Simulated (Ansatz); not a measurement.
Write the native input for Ansatz 0.2.0 that does the following.

| Quantity | Value |
| --- | --- |
| Task | band structure |
| Functional | r2SCAN |
| Potentials or basis | Ansatz PAW |
| Cutoff | 500 eV (not typed: the program's choice for these potentials) |
| k mesh | 7 × 7 × 3 |
| Occupations | fermi-dirac, width 0.05 eV |
| Spin | spin-orbit coupling, no magnetisation |
| Path | [["G", "M", "K", "G", "A", "L", "H", "A"], ["L", "M"], ["K", "H"]] |
| Points for each segment of the path | 14 |

The system is WS2 (Tungstenite).

```xyz
6
Lattice="3.1800 0.0000 0.0000 -1.5900 2.7540 0.0000 0.0000 0.0000 12.5000" Properties=species:S:1:pos:R:3 pbc="T T T"
W     1.5900    0.9180    9.3750
W     0.0000    1.8360    3.1250
S     1.5900    0.9180    4.6875
S     0.0000    1.8360   10.9375
S     1.5900    0.9180    1.5625
S     0.0000    1.8360    7.8125
```

These files were run (other wordings do the same):

input.yaml

```yaml
crystal:
  lattice:
    - [3.18, 0.0, 0.0]
    - [-1.59, 2.753960784, 0.0]
    - [0.0, 0.0, 12.5]
  atoms:
    - { symbol: W, position: [0.6666666667, 0.3333333333, 0.75] }
    - { symbol: W, position: [0.3333333333, 0.6666666667, 0.25] }
    - { symbol: S, position: [0.6666666667, 0.3333333333, 0.375] }
    - { symbol: S, position: [0.3333333333, 0.6666666667, 0.875] }
    - { symbol: S, position: [0.6666666667, 0.3333333333, 0.125] }
    - { symbol: S, position: [0.3333333333, 0.6666666667, 0.625] }
hamiltonian:
  xc: r2scan
  pseudopotentials: { kind: paw_fr }
magnetization:
  noncollinear: true
  spin_orbit: true
kpoints:
  mp_grid: { grid: [7, 7, 3] }
  band_path:
    path:
      - [[0.0, 0.0, 0.0], [0.5, 0.0, 0.0], [0.3333333333, 0.3333333333, 0.0], [0.0, 0.0, 0.0], [0.0, 0.0, 0.5], [0.5, 0.0, 0.5], [0.3333333333, 0.3333333333, 0.5], [0.0, 0.0, 0.5]]
      - [[0.5, 0.0, 0.5], [0.5, 0.0, 0.0]]
      - [[0.3333333333, 0.3333333333, 0.0], [0.3333333333, 0.3333333333, 0.5]]
    npoints: 14
scf:
  occupations: { method: fermi_dirac, width: 0.05 }
  n_extra_bands: 15
output:
  forces: true
  stress: true
  eigenvalues: true
  fatbands: true
```

Potentials or basis: Ansatz PAW.

The run is started by

```console
$ ansatz run input.yaml --threads 2 --pin off --max-ram 5632MiB --backend cpu --events-out ev --progress --plain --runs-dir out
```

It gave:

| Item | Value |
| --- | --- |
| Pressure | 0.2 GPa |
| Largest force | 0.122 eV/Å |
| Band gap on the k mesh | 1.20 eV, indirect (least direct gap 2.27 eV) |
| Band gap along the path | 1.10 eV, indirect (least direct gap 1.66 eV) |

Caveat: the k mesh misses the band edges, so the gap on the mesh is wider than the one along the path; the PAW data sets come from PBE, with cores solved anew for the run's functional, which leaves a small shift of forces and pressure.

It took 5.3 min on 2 threads of Intel(R) Xeon(R) Processor @ 2.50GHz (Skylake/Cascade Lake) (shared host), peak memory 1.5 GiB.
